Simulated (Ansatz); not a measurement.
# SiC: a tetragonal deformation path

Aim: for SiC, follow a tetragonal deformation at fixed volume.

The COD entry's cell or inner coordinates are ideal or old and differ from later refinements, so a difference from it is no clean test against experiment.

Computed with Ansatz 0.2.0 (DFT PBE, scalar-relativistic, plane waves, PAW, unless a step's input says otherwise).

**1. Starting point**

The structure is cubic, space group F-43m (No. 216). The conventional cell has a = 4.348 Å, b = 4.348 Å, c = 4.348 Å, α = 90.00°, β = 90.00°, γ = 90.00°. Si (site symmetry -43m) has 4 C at 1.88 Å as nearest neighbours. C (site symmetry -43m) is surrounded by 4 Si at 1.88 Å.

As a file:

```
Si C
1.0
     0.00000    2.17400    2.17400
     2.17400    0.00000    2.17400
     2.17400    2.17400    0.00000
Si C
1 1
Direct
  0.00000 0.00000 0.00000
  0.75000 0.75000 0.75000
```

No relaxation comes first: the listed cell is the starting point.

**2. Setting up a tetragonal deformation path**

At fixed volume and fractional coordinates, lengths along (0.000, 0.000, 1.000) are scaled against those across it; ρ is that ratio over its starting value.

**3. At ρ = 0.707**

Contents of input.yaml:

```yaml
crystal:
  lattice:
    - [0.0, 2.4403553397, 1.7253312252]
    - [2.4403553397, 0.0, 1.7253312252]
    - [2.4403553397, 2.4403553397, 0.0]
  atoms:
    - { symbol: Si, position: [0.0, 0.0, 0.0] }
    - { symbol: C, position: [0.75, 0.75, 0.75] }
basis:
  ecutwfc: 420
kpoints:
  mp_grid: { grid: [4, 4, 4] }
hamiltonian:
  xc: pbe
scf:
  occupations: { method: gaussian, width: 0.05 }
output:
  forces: true
  stress: true
  eigenvalues: true
```

Launch:

```
$ ansatz run input.yaml --threads 1 --pin off --max-ram 2560MiB --backend cpu --events-out ev --progress --plain --runs-dir out
```

The session goes on with these runs: ρ = 1.414; ρ = 0.850; point ρ = 1.200; ρ = 0.780; point ρ = 1.300; At ρ = 0.920; ρ = 1.100; At ρ = 0.650; point ρ = 1.500; point ρ = 0.960; At ρ = 1.050.

Before running it: what results should come out? Wanted: highest point.

**Answer**, as computed:

| quantity | value |
| --- | --- |
| highest point | 1233.0 meV/atom at ρ = 1.500 |

In words: Cutoff, mesh or smearing here differ from converged choices, so read the numbers with care. The undisturbed cell stays the lowest of the sampled points. No further minimum shows among the sampled points. The gap on the mesh, 1.31 eV at the start, reads zero at ρ = 0.650.
